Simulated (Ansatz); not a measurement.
The system is Ni.

```
CELL_PARAMETERS angstrom
-1.38372 1.38372 1.38372
1.38372 -1.38372 1.38372
1.38372 1.38372 -1.38372
ATOMIC_POSITIONS crystal
Ni 0.00000 0.00000 0.00000
```

This isn't the form of Ni at room conditions, which is fcc.

Alike in all runs: program Ansatz 0.2.0; functional PBEsol; potentials or basis Ansatz PAW; cutoff 420 eV (not typed: the program's choice for these potentials); k mesh 13 × 13 × 13; occupations fermi-dirac, width 0.05 eV.

The same cell was started in several ways:

```tsv
start	free energy over the lowest (meV/atom)	net moment (μB)	site or absolute moments (μB)	gap
collinear spin, ferromagnetic start of up to 2.5 μB	0.0	0.59	Ni +0.62	none (metal or under the smearing width)
no spin polarisation	11.0	-	-	none (metal or under the smearing width)
collinear spin, random start of up to 0.83 μB	0.0	0.59	Ni +0.62	none (metal or under the smearing width)
collinear spin, ferromagnetic start of up to 1 μB	0.0	0.59	Ni +0.62	none (metal or under the smearing width)
```

Allowing spin polarisation gains 11 meV/atom. A still lower state may exist.
